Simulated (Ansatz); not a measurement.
## Stability checks on a candidate for LiF

The structure comes from a generated guess, relaxed at this level; another structure or a mixture of phases may lie lower.

The calculation used DFT PBE, scalar-relativistic, plane waves, PAW (Ansatz). The final run on the 2-atom cell used 420 eV, a Γ-centred 10×10×10 mesh, 0.02 eV smearing and no spin polarisation.

```
CELL_PARAMETERS angstrom
0.00000 2.18241 2.18241
2.18241 0.00000 2.18241
2.18241 2.18241 0.00000
ATOMIC_POSITIONS crystal
Li 0.25000 0.25000 0.25000
F 0.00000 0.00000 0.00000
```

Formation energies are uncorrected and refer to the elements' standard structures at the same level (F₂ as a molecule).

Problem. These tests were run: energy against the elements; phonons on a 4×4×4 q mesh; elastic tensor. What do they show?

Solution.

| test | result |
| --- | --- |
| energy against the elements | −2.942 eV/atom |
| phonons on a 4×4×4 q mesh | no imaginary mode on the mesh |
| elastic tensor | least eigenvalue 20 GPa |

It fails none of these tests. Whether a mixture of other phases lies lower isn't tested here.

The run for the phonons used a 12×12×12 k mesh. The run for the elastic tensor used a 12×12×12 k mesh.
